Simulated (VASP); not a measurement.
# SnTe (Pm-3m) in VASP: a series of runs

One crystal, SnTe, is run at these levels: LDA; tasks: single point.

Program: VASP 6.6.1. These are calculated values, not measurements. Logs are shortened: lines on timing, memory, paths and dates and some standing lists are left out, and cuts for length are marked.

## (1) The structure

Symmetry: Pm-3m, No. 221, cubic system. Conventional cell: a = 3.905 Å, b = 3.905 Å, c = 3.905 Å, α = 90.00°, β = 90.00°, γ = 90.00°. Around Te (site symmetry m-3m) lie 8 Sn at 3.38 Å. Sn (site symmetry m-3m) has 8 Te at 3.38 Å as nearest neighbours.

Measurements of this composition are mostly on another form, of space group No. 225.

## (2) Single point, LDA

Contents of INCAR:

```
SYSTEM = SnTe
ADDGRID = .False.
ALGO = Normal
EDIFF = 1E-6
ENCUT = 350
GGA = CA
ISIF = 2
ISMEAR = 0
LASPH = .True.
LCHARG = .False.
LREAL = .False.
LWAVE = .False.
NELM = 100
PREC = Accurate
SIGMA = 0.05
```

Contents of KPOINTS:

```
k-points
0
Gamma
  3 3 3
  0 0 0
```

Contents of POSCAR:

```
SnTe
1.0
    3.9047000000      0.0000000000      0.0000000000
    0.0000000000      3.9047000000      0.0000000000
    0.0000000000      0.0000000000      3.9047000000
Te Sn
1 1
Direct
    0.5000000000      0.5000000000      0.5000000000
    0.0000000000      0.0000000000      0.0000000000
```

Potentials or basis: VASP PAW LDA potentials, release 64 (Te, Sn_d).

Run with:

```sh
cat potpaw_LDA.64/Te/POTCAR potpaw_LDA.64/Sn_d/POTCAR > POTCAR
mpirun -np 1 vasp_std > vasp.out
```

OUTCAR:

```text
SYSTEM = SnTe
   EDIFF = 1E-6
   ENCUT = 350
   GGA = CA
   ISIF = 2
   ISMEAR = 0
   LASPH = .True.
   LREAL = .False.
   NELM = 100
   PREC = Accurate

 Found      4 irreducible k-points:

 Following reciprocal coordinates:
            Coordinates               Weight
  0.000000  0.000000  0.000000      1.000000
  0.333333  0.000000  0.000000      6.000000
  0.333333  0.333333  0.000000     12.000000
  0.333333  0.333333  0.333333      8.000000
   k-points           NKPTS =      4   k-points in BZ     NKDIM =      4   number of bands    NBANDS=     14
   number of dos      NEDOS =    301   number of ions     NIONS =      2
   total plane-waves  NPLWV =  13824
   dimension x,y,z NGX =    24 NGY =   24 NGZ =   24
   dimension x,y,z NGXF=    48 NGYF=   48 NGZF=   48
   ions per type =               1   1
   NGX,Y,Z   is equivalent  to a cutoff of  10.22, 10.22, 10.22 a.u.
   NGXF,Y,Z  is equivalent  to a cutoff of  20.44, 20.44, 20.44 a.u.
 SYSTEM =  SnTe
   PREC   = accura    normal or accurate (medium, high low for compatibility)
   ISTART =      0    job   : 0-new  1-cont  2-samecut
   ICHARG =      2    charge: 1-file 2-atom 10-const
   ISPIN  =      1    spin polarized calculation?
   LNONCOLLINEAR =      F non collinear calculations
   LSORBIT =      F    spin-orbit coupling
   LASPH  =      T    aspherical Exc in radial PAW
   ENCUT  =  350.0 eV  25.72 Ry    5.07 a.u.   5.96  5.96  5.96*2*pi/ulx,y,z
   NELM   =    100;   NELMIN=  2; NELMDL= -5     # of ELM steps
   EDIFF  = 0.1E-05   stopping-criterion for ELM
   LREAL  =      F    real-space projection
   EDIFFG = 0.1E-04   stopping-criterion for IOM
   NSW    =      0    number of steps for IOM
   IBRION =     -1    ionic relax: 0-MD 1-quasi-New 2-CG
   NFREE  =      0    steps in history (QN), initial steepest desc. (CG)
   ISIF   =      2    stress and relaxation
   ISYM   =      2    0-nonsym 1-usesym 2-fastsym
   POTIM  = 0.5000    time-step for ionic-motion
   TEBEG  =    0.0;   TEEND  =   0.0 temperature during run
   PSTRESS=    0.0 pullay stress
   NELECT =      20.0000    total number of electrons
   NUPDOWN=      -1.0000    fix difference up-down
   EMIN   =  10.00;   EMAX   =-10.00  energy-range for DOS
   EFERMI =   0.00;   METHOD = LEGACY
   ISMEAR =     0;   SIGMA  =   0.05  broadening in eV -4-tet -1-fermi 0-gaus
   EFERMI_NEDOS =   21; number of points for ismear=-14 and -15
   IALGO  =     38    algorithm
   IMIX   =      4    mixing-type and parameters
     AMIX     =   0.40;   BMIX     =  1.00
     AMIX_MAG =   1.60;   BMIX_MAG =  1.00
  volume/ion in A,a.u.               =      29.77       200.88
  Fermi-wavevector in a.u.,A,eV,Ry     =   1.138057  2.150615 17.621893  1.295173
  Thomas-Fermi vector in A             =   2.274761
   LORBIT       =      0    0 simple, 1 ext, 2 COOP (PROOUT), +10 PAW based schemes
   GGA     = CA    functional components
   LHFCALC =     F    Hartree Fock is set to
   AEXX    =    0.0000 exact exchange contribution
   IVDW    =     0    specifies the selected vdW correction
   LEPSILON=     F    determine dielectric tensor
   LRPA    =     F    only Hartree local field effects (RPA)
 non-spin polarized calculation
 Gauss-broadening in eV      SIGMA  =   0.05
  energy-cutoff  :      350.00
  volume of cell :       59.53
 maximum number of plane-waves:       895
 NGX is ok and might be reduce to    24
   NGX = 11   NGY = 11   NGZ = 11

 number of electron      20.0000026 magnetization

 Free energy of the ion-electron system (eV)
  ---------------------------------------------------
  ext. energy  EPLUGINS =         0.00000000
  ---------------------------------------------------
  free energy    TOTEN  =        -8.16599605 eV

  energy without entropy =       -8.16599605  energy(sigma->0) =       -8.16599605

 E-fermi :   7.0361     XC(G=0): -10.0701

 val. band max:        6.7989452377   @ k =   0.3333   0.3333   0.0000
 cond. band min:       7.3385125194   @ k =   0.3333   0.3333   0.3333
 fundamental gap:      0.5395672817
 Fermi energy:         7.0360872191

 k-point     1 :       0.0000    0.0000    0.0000
  band No.  band energies     occupation
      1     -14.7581      2.00000
      2     -14.7581      2.00000
      3     -14.7185      2.00000
      4     -14.7185      2.00000
      5     -14.7185      2.00000
      6      -5.3933      2.00000
      7       1.4260      2.00000
      8       5.1865      2.00000
      9       5.1865      2.00000
     10       5.1865      2.00000
     11      10.4882      0.00000
     12      10.4882      0.00000
     13      12.1046      0.00000
     14      12.1046      0.00000

 k-point     2 :       0.3333    0.0000    0.0000
  band No.  band energies     occupation
      1     -14.7568      2.00000
      2     -14.7334      2.00000
      3     -14.7262      2.00000
      4     -14.7262      2.00000
      5     -14.7178      2.00000
      6      -4.6035      2.00000
      7      -0.6003      2.00000
      8       5.6973      2.00000
      9       6.1340      2.00000
     10       6.1340      2.00000
     11       8.6807      0.00000
     12       9.8617      0.00000
     13       9.8617      0.00000
     14      11.4272      0.00000

 k-point     3 :       0.3333    0.3333    0.0000
  band No.  band energies     occupation
      1     -14.7445      2.00000
      2     -14.7372      2.00000
      3     -14.7253      2.00000
      4     -14.7250      2.00000
      5     -14.7199      2.00000
      6      -3.9322      2.00000
      7      -0.2688      2.00000
      8       2.6590      2.00000
      9       4.7109      2.00000
     10       6.7989      2.00000
     11       8.8552      0.00000
     12       9.8546      0.00000
     13      10.9040      0.00000
     14      13.7435      0.00000

 k-point     4 :       0.3333    0.3333    0.3333
  band No.  band energies     occupation
      1     -14.7356      2.00000
      2     -14.7344      2.00000
      3     -14.7344      2.00000
      4     -14.7192      2.00000
      5     -14.7192      2.00000
      6      -3.4014      2.00000
      7       0.3046      2.00000
      8       3.7348      2.00000
      9       3.7348      2.00000
     10       4.4290      2.00000
     11       7.3385      0.00000
     12       7.3385      0.00000
     13       9.5135      0.00000
     14      15.6471      0.00000

------------------------ aborting loop because EDIFF is reached ----------------------------------------

  FORCE on cell =-STRESS in cart. coord.  units (eV):
  Direction    XX          YY          ZZ          XY          YZ          ZX
  --------------------------------------------------------------------------------------
  -------------------------------------------------------------------------------------
  Total       -0.8829944     -0.8829944     -0.8829944      0.0000000      0.0000000      0.0000000
  in kB      -23.7632324    -23.7632324    -23.7632324      0.0000000      0.0000000      0.0000000
  external PRESSURE =     -23.7632324 kB  Pullay stress =       0.0000000 kB

 VOLUME and BASIS-vectors are now :
 -----------------------------------------------------------------------------
  energy-cutoff  :      350.00
  volume of cell :       59.53
      direct lattice vectors                 reciprocal lattice vectors
     3.904700000  0.000000000  0.000000000     0.256101621  0.000000000  0.000000000
     0.000000000  3.904700000  0.000000000     0.000000000  0.256101621  0.000000000
     0.000000000  0.000000000  3.904700000     0.000000000  0.000000000  0.256101621

 POSITION                                       TOTAL-FORCE (eV/Angst)
 -----------------------------------------------------------------------------------
      1.95235      1.95235      1.95235         0.000000      0.000000      0.000000
      0.00000      0.00000      0.00000         0.000000      0.000000      0.000000
 -----------------------------------------------------------------------------------
    total drift:                                0.000000      0.000000     -0.000000

  FREE ENERGIE OF THE ION-ELECTRON SYSTEM (eV)
  ---------------------------------------------------
  free  energy   TOTEN  =        -8.1659960475 eV

  energy  without entropy=       -8.1659960475  energy(sigma->0) =       -8.16599605
```

Wall time 1.9 s (1 thread of AMD EPYC 9R14 (Zen 4), shared host); peak memory 0.09 GiB.

These settings aren't checked as converged: the numbers below hold their error.

Results:

| Property | Result |
| --- | --- |
| Free energy | -8.1660 eV |
| Pressure | -2.4 GPa |
| Band gap on the k mesh | 0.54 eV, indirect (least direct gap 2.06 eV) |

Caveat: the k mesh is coarse (spacing up to 0.54 Å⁻¹), so the values aren't converged; spin-orbit coupling is left out, which moves the levels of the heavy elements; an odd mesh through Γ misses points on the zone boundary, where band edges often lie.

## (3) Single point, LDA

Edit INCAR of step 2 so:

```diff
@@ -4,3 +4,3 @@
 EDIFF = 1E-6
-ENCUT = 350
+ENCUT = 400
 GGA = CA
```

KPOINTS is that of step 2.

POSCAR is that of step 2.

Potentials or basis: VASP PAW LDA potentials, release 64 (Te, Sn_d).

Run with:

```sh
cat potpaw_LDA.64/Te/POTCAR potpaw_LDA.64/Sn_d/POTCAR > POTCAR
mpirun -np 1 vasp_std > vasp.out
```

OUTCAR:

```text
SYSTEM = SnTe
   EDIFF = 1E-6
   ENCUT = 400
   GGA = CA
   ISIF = 2
   ISMEAR = 0
   LASPH = .True.
   LREAL = .False.
   NELM = 100
   PREC = Accurate

 Found      4 irreducible k-points:

 Following reciprocal coordinates:
            Coordinates               Weight
  0.000000  0.000000  0.000000      1.000000
  0.333333  0.000000  0.000000      6.000000
  0.333333  0.333333  0.000000     12.000000
  0.333333  0.333333  0.333333      8.000000
   k-points           NKPTS =      4   k-points in BZ     NKDIM =      4   number of bands    NBANDS=     14
   number of dos      NEDOS =    301   number of ions     NIONS =      2
   total plane-waves  NPLWV =  21952
   dimension x,y,z NGX =    28 NGY =   28 NGZ =   28
   dimension x,y,z NGXF=    56 NGYF=   56 NGZF=   56
   ions per type =               1   1
   NGX,Y,Z   is equivalent  to a cutoff of  11.92, 11.92, 11.92 a.u.
   NGXF,Y,Z  is equivalent  to a cutoff of  23.84, 23.84, 23.84 a.u.
 SYSTEM =  SnTe
   PREC   = accura    normal or accurate (medium, high low for compatibility)
   ISTART =      0    job   : 0-new  1-cont  2-samecut
   ICHARG =      2    charge: 1-file 2-atom 10-const
   ISPIN  =      1    spin polarized calculation?
   LNONCOLLINEAR =      F non collinear calculations
   LSORBIT =      F    spin-orbit coupling
   LASPH  =      T    aspherical Exc in radial PAW
   ENCUT  =  400.0 eV  29.40 Ry    5.42 a.u.   6.37  6.37  6.37*2*pi/ulx,y,z
[... 70 lines left out ...]
     11      10.4880      0.00000
     12      10.4880      0.00000
     13      12.1049      0.00000
     14      12.1049      0.00000
[... 37 lines left out ...]
      1     -14.7428      2.00000
      2     -14.7416      2.00000
      3     -14.7416      2.00000
      4     -14.7263      2.00000
      5     -14.7263      2.00000
      6      -3.4014      2.00000
      7       0.3051      2.00000
      8       3.7348      2.00000
      9       3.7348      2.00000
     10       4.4291      2.00000
     11       7.3386      0.00000
     12       7.3386      0.00000
     13       9.5137      0.00000
     14      15.6468      0.00000

------------------------ aborting loop because EDIFF is reached ----------------------------------------

  FORCE on cell =-STRESS in cart. coord.  units (eV):
  Direction    XX          YY          ZZ          XY          YZ          ZX
  --------------------------------------------------------------------------------------
  -------------------------------------------------------------------------------------
  Total       -0.8211560     -0.8211560     -0.8211560      0.0000000     -0.0000000      0.0000000
  in kB      -22.0990305    -22.0990305    -22.0990305      0.0000000     -0.0000000      0.0000000
  external PRESSURE =     -22.0990305 kB  Pullay stress =       0.0000000 kB

 VOLUME and BASIS-vectors are now :
 -----------------------------------------------------------------------------
  energy-cutoff  :      400.00
  volume of cell :       59.53
      direct lattice vectors                 reciprocal lattice vectors
     3.904700000  0.000000000  0.000000000     0.256101621  0.000000000  0.000000000
     0.000000000  3.904700000  0.000000000     0.000000000  0.256101621  0.000000000
     0.000000000  0.000000000  3.904700000     0.000000000  0.000000000  0.256101621

 POSITION                                       TOTAL-FORCE (eV/Angst)
 -----------------------------------------------------------------------------------
      1.95235      1.95235      1.95235         0.000000      0.000000      0.000000
      0.00000      0.00000      0.00000         0.000000      0.000000      0.000000
 -----------------------------------------------------------------------------------
    total drift:                               -0.000000      0.000000     -0.000000

  FREE ENERGIE OF THE ION-ELECTRON SYSTEM (eV)
  ---------------------------------------------------
  free  energy   TOTEN  =        -8.1674304013 eV

  energy  without entropy=       -8.1674304013  energy(sigma->0) =       -8.16743040
```

OSZICAR:

```text
N       E                     dE             d eps       ncg     rms          rms(c)
DAV:   1     0.119677439693E+03    0.11968E+03   -0.85062E+03   112   0.138E+03
DAV:   2     0.195796267584E+01   -0.11772E+03   -0.11638E+03   118   0.347E+02
DAV:   3    -0.805032741981E+01   -0.10008E+02   -0.93466E+01   142   0.946E+01
DAV:   4    -0.831430046257E+01   -0.26397E+00   -0.26391E+00   136   0.171E+01
DAV:   5    -0.832783997303E+01   -0.13540E-01   -0.13539E-01   166   0.353E+00    0.476E+00
DAV:   6    -0.817159361614E+01    0.15625E+00   -0.47560E-01   146   0.457E+00    0.325E+00
DAV:   7    -0.816843575257E+01    0.31579E-02   -0.63728E-02   130   0.122E+00    0.104E+00
DAV:   8    -0.816752763739E+01    0.90812E-03   -0.60345E-03   142   0.668E-01    0.302E-01
DAV:   9    -0.816744047548E+01    0.87162E-04   -0.96908E-04   136   0.186E-01    0.628E-02
DAV:  10    -0.816743216021E+01    0.83153E-05   -0.57987E-05   136   0.486E-02    0.379E-02
DAV:  11    -0.816743057241E+01    0.15878E-05   -0.23703E-05   124   0.279E-02    0.112E-02
DAV:  12    -0.816743040128E+01    0.17113E-06   -0.26692E-06    94   0.136E-02
   1 F= -.81674304E+01 E0= -.81674304E+01  d E =-.322617E-11
```

stdout:

```text
POSCAR found type information on POSCAR TeSn
 POSCAR found :  2 types and       2 ions
 scaLAPACK will be used
 LDA part: xc-table for (Slater(with rela. corr.)+CA(PZ))
 , standard interpolation
 POSCAR, INCAR and KPOINTS ok, starting setup
 FFT: planning ... GRIDC
 FFT: planning ... GRID_SOFT
 FFT: planning ... GRID
 WAVECAR not read
 entering main loop
```

Wall time 2.4 s (1 thread of AMD EPYC 9R14 (Zen 4), shared host); peak memory 0.1 GiB.

The run converged, but some of its settings lie outside the range that counts as converged, so its numbers aren't taken as properties of the crystal.

Results:

```yaml
Free_energy: -8.1674 eV
Pressure: -2.2 GPa
Band_gap_on_the_k_mesh: 0.54 eV, indirect (least direct gap 2.06 eV)
```

Caveat: the k mesh is coarse (spacing up to 0.54 Å⁻¹), so the values aren't converged; spin-orbit coupling is left out, which moves the levels of the heavy elements; an odd mesh through Γ misses points on the zone boundary, where band edges often lie.

## (4) Single point, LDA

Edit INCAR of step 3 so:

```diff
@@ -4,3 +4,3 @@
 EDIFF = 1E-6
-ENCUT = 400
+ENCUT = 250
 GGA = CA
```

Contents of KPOINTS:

```
k-points
0
Gamma
  4 4 4
  0 0 0
```

POSCAR is that of step 3.

Run with:

```sh
cat potpaw_LDA.64/Te/POTCAR potpaw_LDA.64/Sn_d/POTCAR > POTCAR
mpirun -np 1 vasp_std > vasp.out
```

It took 2.7 s on 1 thread of AMD EPYC 9R14 (Zen 4), shared host; peak memory 0.08 GiB.

The run converged, but some of its settings lie outside the range that counts as converged, so its numbers aren't taken as properties of the crystal.

What came out:

```yaml
Free_energy: -8.1672 eV
Band_gap_on_the_k_mesh: none (metal or under the smearing width)
```

Caveat: the k mesh is coarse (spacing up to 0.40 Å⁻¹), so the values aren't converged; the cutoff is under 1.25 times the usual one of these potentials, so pressure, stress and relaxed cells hold a basis-set (Pulay) error.

## (5) For comparison

An earlier run on the cell as given: functional PBE; potentials or basis VASP PAW PBE potentials, release 64 (Te, Sn_d); cutoff 520 eV; k mesh 7 × 7 × 7; occupations fermi-dirac, width 0.05 eV; no spin polarisation.

- Pressure: -1.1 GPa
- Band gap on the k mesh: none (metal or under the smearing width)
